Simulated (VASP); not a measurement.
Set up this calculation in VASP 6.6.1, as the native input.

```
Task                   : relaxation of cell and atoms
Functional             : PBE
Potentials or basis    : VASP PAW PBE potentials, release 64 (Al, Cu)
Cutoff                 : 600 eV
k mesh                 : 10 × 10 × 10
Occupations            : methfessel-paxton, width 0.1 eV
Spin                   : no spin polarisation
Further INCAR settings : ALGO = Normal; EDIFF = 1e-06; IBRION = 2; EDIFFG = -0.01; NSW = 90; ISIF = 3
```

The structure of Al2Cu (Khatyrkite) lies in POSCAR:

```
Al2Cu
1.0
   -3.0335000000      3.0335000000      2.4385000000
    3.0335000000     -3.0335000000      2.4385000000
    3.0335000000      3.0335000000     -2.4385000000
Al Cu
4 2
Direct
    0.6581000000      0.1581000000      0.8162000000
    0.1581000000      0.3419000000      0.5000000000
    0.3419000000      0.8419000000      0.1838000000
    0.8419000000      0.6581000000      0.5000000000
    0.2500000000      0.2500000000      0.0000000000
    0.7500000000      0.7500000000      0.0000000000
```

One way to write it, as run:

INCAR

```
  ALGO = Normal
  EDIFF = 1E-6
  EDIFFG = -0.01
  ENCUT = 600
  GGA = PE
  IBRION = 2
  ISIF = 3
  ISMEAR = 1
  KPAR = 2
  LASPH = True
  LCHARG = False
  LREAL = False
  LWAVE = False
  NELM = 80
  NSW = 90
  PREC = Accurate
  SIGMA = 0.1
```

KPOINTS

```
k-points
0
Gamma
  10 10 10
```

Potentials or basis: VASP PAW PBE potentials, release 64 (Al, Cu).

Command:

```bash
$ cat potpaw_PBE.64/Al/POTCAR potpaw_PBE.64/Cu/POTCAR > POTCAR
$ mpirun -np 2 vasp_std > vasp.out
```

Results of the run:

| Item | Value |
| --- | --- |
| Relaxed volume | 14.95 Å³/atom |
| Relaxed cell | a = 4.931 Å, b = 4.931 Å, c = 4.931 Å, α = 104.24°, β = 104.24°, γ = 120.53° |
| Space group after relaxing (to 0.05 Å) | I4/mcm (No. 140) |
| Energy gained by relaxing | 0.2 meV/atom |
| Ionic steps | 10 |
| Pressure after relaxing | -0.1 GPa |
| Largest force after relaxing | 0.006 eV/Å |
| Band gap on the k mesh | none (metal or under the smearing width) |

Run time: 8 min on 2 MPI ranks on Intel(R) Xeon(R) 6975P-C (Granite Rapids) (shared host), peak memory 0.37 GiB a rank.
